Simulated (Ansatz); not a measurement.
`CC(F)CF` + `F[C](F)F`• → `[CH2]C(F)CF`• + `FC(F)F` at 400 K and 1 bar (hydrogen abstraction from a C–H bond).

Isolated molecules relaxed with PBE0-D4/def2-TZVP in Ansatz; ΔE leaves out vibrations. CCSD(T)/CBS adds triple-zeta CCSD(T) − MP2 to the extrapolated MP2 energy (def2 sets, frozen cores). This one scheme is used for every species. Open shells (•) are unrestricted, without spin–orbit coupling. One conformer a species, not always the lowest.

```json
{"species": "`CC(F)CF`", "CCSD(T)/CBS energy (Eh)": "-317.34651", "H − E (kJ/mol)": "261.2", "S (J/(mol·K))": "342.2"}
{"species": "`F[C](F)F`•", "CCSD(T)/CBS energy (Eh)": "-337.34656", "H − E (kJ/mol)": "49.3", "S (J/(mol·K))": "279.9"}
{"species": "`[CH2]C(F)CF`•", "CCSD(T)/CBS energy (Eh)": "-316.66829", "H − E (kJ/mol)": "223.1", "S (J/(mol·K))": "355.3"}
{"species": "`FC(F)F`", "CCSD(T)/CBS energy (Eh)": "-338.02896", "H − E (kJ/mol)": "84.0", "S (J/(mol·K))": "275.7"}
```

H − E and S are ideal-gas, rigid-rotor, harmonic terms from PBE0-D4/def2-TZVP, for one conformer and one mirror image of each species, with the whole ground term of open shells counted as degenerate. 1 Eh = 2625.50 kJ/mol, R = 8.31446 J/(mol·K).

By hand: ΔE, ΔH, ΔS and ΔG.

ΔE = (-316.66829) + (-338.02896) − (-317.34651) − (-337.34656) = -0.00418 Eh = -11.0 kJ/mol. Δ(H − E) = 223.1 + 84.0 − 261.2 − 49.3 = -3.4, so ΔH = -14.4 kJ/mol. ΔS = 355.3 + 275.7 − 342.2 − 279.9 = 8.9 J/(mol·K). ΔG = -14.4 − 400 × (8.9)/1000 = -18.0 kJ/mol.

By hand: the equilibrium constant, and the temperature at which ΔG would vanish if ΔH and ΔS stayed fixed.

log₁₀ K = −ΔG/(RT ln 10) = 2.4. ΔH and −TΔS have one sign here, so there is no such temperature.

The number of gas molecules stays the same, so ΔS is small and ΔH decides. A doubt of 5 kJ/mol in ΔE shifts log₁₀ K by 0.7 here. Other conformers and mirror images would add mixing entropy, several J/(mol·K) or more a flexible species. These are equilibria of isolated gas molecules and say nothing of rates. Largest T1 diagnostic: 0.014 (customary marks: 0.02 for closed shells, 0.045 for open ones).

ΔS is within the doubt of such terms, so its sign, and with it that verdict, could turn.
